Elements in the diamond structure, calculated with Ansatz 0.2.0 (revPBE, plane-wave PAW, scalar-relativistic, no spin polarisation; cutoff 420 eV, Fermi-Dirac smearing of 0.1 eV). Volume, bulk modulus and its pressure derivative come from a third-order Birch-Murnaghan fit. Valence electrons are the outer s and p electrons, plus the d shell in groups 3 to 12.

```
element   Z  valence electrons    k mesh  volume per atom, revPBE (Å³)  bulk modulus, revPBE (GPa)  bulk modulus pressure derivative, revPBE
     Ag  47                 11  10×10×10                         31.71                        23.5                                      5.85
     Cd  48                 12     9×9×9                         40.60                        8.11                                      7.89
     In  49                  3     9×9×9                         39.57                        18.4                                      6.93
     Sb  51                  5     9×9×9                         43.94                        29.0                                      3.89
     Te  52                  6     9×9×9                         47.71                        24.3                                      4.37
     Au  79                 11  14×14×14                         30.33                        44.1                                      5.92
     Tl  81                  3  12×12×12                         47.87                        11.0                                      5.18
     Pb  82                  4     9×9×9                         45.32                        22.9                                      4.79
     Bi  83                  5     9×9×9                         49.73                        26.7                                      4.43
```

Lead, with four outer electrons, has the smallest volume among thallium, lead and bismuth in this lattice. Diamond is the lattice of four bonds an atom, so that seems natural. Yet lead isn't the stiffest of the three: from lead to bismuth the crystal expands by 10 % and its bulk modulus still rises by 17 %. Size and stiffness therefore answer to different things, and the series becomes clear once they are kept apart.

**What stiffness measures**

The bulk modulus $B$ is an energy per volume. Multiplied by the volume per atom $V$, it becomes an energy per atom, which may be called the stiffness energy. Squeezing an atom's volume by a small fraction $x$ costs $\tfrac12 BVx^2$. This product allows a fair comparison of atoms of different size, because a large atom spreads the same bonding energy over more space and so has a lower modulus.

To see what sets the two quantities, let the energy per atom consist of a repulsion and an attraction that both fade as the crystal expands:

$$E(V)=A\,V^{-a}-C\,V^{-b},\qquad a>b .$$

At the minimum the two slopes cancel, $aAV^{-a}=bCV^{-b}$. The volume and the stiffness energy then follow:

$$V^{\,a-b}=\frac{aA}{bC},\qquad BV=\frac{d^2E}{d(\ln V)^2}=b(a-b)\,C\,V^{-b}.$$

The volume depends on the ratio of repulsion to attraction. The stiffness energy is proportional to the attraction itself, taken at the equilibrium volume. If an added electron strengthens both terms, but the repulsion more, the crystal becomes larger and can also become stiffer.

**Counting the p electrons**

In these heavy atoms the outer s electrons lie well below the p electrons. Take the limit in which the s pair stays out of the bonding altogether. The p orbitals then form a band with room for six electrons an atom, bonding in its lower half and antibonding in its upper half. An empty band gives no bond, and neither does a full one; the bond is strongest at three electrons.

For a band of width $W$ with an even density of states, holding $n$ electrons, adding up the energies of the filled states relative to the centre of the band gives

$$E_{\text{bond}}=-\frac{W}{12}\,n(6-n).$$

The number $n$ is zero for cadmium and one for indium and thallium. It is two for lead, three for antimony and bismuth, and four for tellurium. If $W$ changes little along the series, the stiffness energy should follow $n(6-n)$, with a constant added for whatever else holds the atoms together.

By this count cadmium has a full s shell and an empty p shell, and it is the softest crystal in the table. In the crystal its s and p bands overlap, so the count is a guide and not an exact filling. One p electron more, in indium, roughly doubles the modulus and even shrinks the crystal slightly. From thallium to lead the modulus doubles again while the volume falls by 5 %. In the two-term model, both steps mean that the attraction has gained on the repulsion.

Past three p electrons the extra electron has to enter the antibonding half. Tellurium accordingly has a stiffness energy 9 % below that of antimony. Its crystal is also larger, so the modulus falls by 16 %. The turn comes where the band picture puts it, though tellurium is the only element here beyond half filling.

**An estimate for bismuth**

The formula was fitted to the seven elements other than silver and gold, whose d electrons take part in the bonding. With $n=3$ it gives bismuth a stiffness energy of $1.27+0.703\times 9=7.6$ eV. Since 1 eV/Å³ is 160.2 GPa, dividing by the volume of 49.73 Å³ gives

$$B\approx\frac{7.6\times160.2}{49.73}\approx 24\ \text{GPa}.$$

The full calculation gives 26.7 GPa, so the estimate is about a tenth too low. Bismuth was one of the fitted elements, which makes this an illustration and not a prediction.

The typical miss of the formula is 0.7 eV, on stiffness energies that run from 2 to 8 eV. A straight line in the number of p electrons misses by 0.9 eV, and the two do about equally well when each element is predicted from the others. The fit alone thus can't establish the curved shape, which rests on the drop at tellurium. The printed analysis lists the misses of the p-band formula element by element. For the straight line it gives only the overall errors, the worst case among the fitted elements (tellurium, set 1.6 eV too high) and the misses for silver and gold, which were left out of both fits.

**Why lead is small**

The diamond lattice seems to keep some of its preference for four electrons. With two atoms in the cell, eight electrons can fill four bonding bands, and in silicon a gap separates these from the bands above. In lead the bands overlap and the crystal is a metal, but a remnant of the gap seems to survive. An estimate from the smearing entropy puts lead's density of states at the Fermi level at 0.4 of the free-electron value, the lowest ratio in the table. Tin, which would show whether the same holds one row higher, is missing from the table.

The fifth electron of bismuth has to go above this thin region. By the p count it still adds to the bonding, and the stiffness energy does rise. The expansion then means, within the two-term model, that the repulsion has grown even more. A likely reason is that the states above the remnant gap are antibonding between s and p orbitals, but the calculation doesn't separate this share.

In carbon and silicon the bonds are short, and the coupling between neighbouring atoms is strong compared with the energy difference between the s and p levels, so the two mix thoroughly. The natural limit there is one shared band of eight states, half full at four electrons, so that small size and high stiffness go together. For the present elements such a symmetric band would make cadmium, with two electrons, and tellurium, with six, equally stiff per atom. The calculated stiffness energy of tellurium is 3.5 times that of cadmium, which speaks for a p band with the s pair set apart.

**Gold stiffens, thallium softens**

Silver and gold have a single outer s electron, so their s band is half full and bonds well. Their filled d shell lies close enough in energy to mix with it. In cadmium the d shell has sunk deeper and the s shell is full, and both contributions weaken. This would account for the large step from silver to cadmium, where the volume grows by 28 %.

Going down a group has opposite effects in the columns of silver and of indium. Gold is nearly twice as stiff as silver, while thallium is much softer than indium. Relativity offers one explanation for both: it pulls the 6s electrons closer to the nucleus and lowers their energy. In gold the half-filled 6s shell then binds more strongly, with help from 5d electrons that reach further out; in thallium the full 6s pair withdraws further from the bonding. This is an argument from the known behaviour of heavy atoms, since relativity was never switched off here.

The p-band formula treats indium and thallium alike, and thallium is where it fails worst, by 1.5 eV. Antimony and bismuth fit the idea better, with stiffness energies of 8.0 and 8.3 eV. Bismuth still has the lower modulus, because its atoms are larger. Gold has the same stiffness energy as bismuth, and its much higher modulus comes from packing that energy into a smaller volume.

**How far the numbers carry**

These are model crystals. None of the elements takes the diamond structure under ordinary conditions, and each was held in it with four neighbours an atom; some might distort if they were released. The moduli belong to that open lattice and are no data for the real metals: ordinary silver, which is close-packed, has a bulk modulus of roughly 100 GPa. What carries over is the reasoning, which is to count the p electrons for the bonding energy and then to ask over how much volume it is spread.

Three points call for some care. Cadmium's modulus is 8.1 GPa from the fitted energy curve but 9.0 GPa from a coarse difference of the calculated pressures; it remains the softest either way. The calculation leaves out spin–orbit coupling, which splits the 6p levels of thallium, lead and bismuth strongly and so changes how their p band fills. The modest rise in stiffness from lead to bismuth and the small volume of lead could both shift with it. The atomic datasets were also made for PBE and not for revPBE, and revPBE tends to make heavy metals too large and too soft, so the comparison between elements is safer than the single values.

The analysis program printed:

```
fit of BV on 7 rows (coin < 0.5): constant 1.271 +/- 0.76, coefficient of fill 0.7032 +/- 0.11; rms 0.738, worst Tl 1.5, leave-one-out rms 1.52
  rows outside the fit (model, value, miss): Ag 1.271, 4.651, -3.38; Au 1.271, 8.348, -7.08
fit of BV on 7 rows (coin < 0.5): constant 2.563 +/- 0.74, coefficient of np 1.564 +/- 0.31; rms 0.912, worst Te 1.58, leave-one-out rms 1.46
  rows outside the fit (model, value, miss): Ag 2.563, 4.651, -2.09; Au 2.563, 8.348, -5.79
Stiffness energy and density of states:
  row  B times V in eV per atom  p electrons  p-band model less computed in eV  states per eV and atom  ratio to free electrons
   Ag                     4.651            0                             -3.38                  0.2901                    0.704
   Cd                     2.055            0                           -0.7839                  0.6556                    1.071
   In                     4.544            1                             0.243                  0.9319                    1.353
   Sb                     7.953            3                            -0.353                   0.704                   0.8038
   Te                     7.236            4                           -0.3391                   1.044                    1.062
   Au                     8.348            0                            -7.077                  0.3811                   0.9527
   Tl                     3.287            1                             1.501                  0.9848                    1.259
   Pb                     6.478            2                            0.4194                  0.3352                   0.4039
   Bi                     8.287            3                           -0.6871                  0.5425                   0.5703
Volume change Ag to Cd in percent: 28.04
Volume change Cd to In in percent: -2.537
Volume change Tl to Pb in percent: -5.327
Volume change Pb to Bi in percent: 9.731
Bulk modulus ratio In to Cd: 2.269
Bulk modulus ratio Pb to Tl: 2.082
Bulk modulus change Pb to Bi in percent: 16.59
Bulk modulus change Sb to Te in percent: -16.21
Bulk modulus ratio Au to Ag: 1.877
Ratio of B times V, Te to Cd (a symmetric eight-state band gives 1): 3.521
Bulk modulus of Cd from pressure difference in GPa: 9.027
```
